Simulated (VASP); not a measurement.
Runs of VASP 6.6.1 on Rh. Symmetry: Im-3m, No. 229, cubic system. Conventional cell: a = 3.028 Å, b = 3.028 Å, c = 3.028 Å, α = 90.00°, β = 90.00°, γ = 90.00°. Rh (site symmetry m-3m) has 8 Rh at 2.62 Å as nearest neighbours. This isn't the form of Rh at room conditions, which is fcc.

```tsv
level	k mesh	cutoff (eV)	smearing	gap on the mesh (eV)	pressure (GPa)
PBEsol	20 × 20 × 20	520	gaussian 0.5 eV	none	(a)
PBEsol	20 × 20 × 20	700	gaussian 0.1 eV	none	0.2
r2SCAN	20 × 20 × 20	520	gaussian 0.1 eV	none	5.5
PBEsol	20 × 20 × 20	900	gaussian 0.1 eV	none	0.2
PBEsol	30 × 30 × 30	520	gaussian 0.1 eV	none	0.2
```

Alike in all rows: task single point; potentials or basis VASP PAW PBE potentials, release 64 (Rh_pv); no spin polarisation; cell as given.

Estimate the missing entries.

(a) 2.0.

Caveats: the PAW data sets were made with another functional, which shifts forces and pressure a little.

A k mesh can miss the band edges, and the runs leave out spin-orbit coupling on Rh.

A gap of «none» marks a metal or a gap under the smearing width.

Not every run made on this cell is shown here.
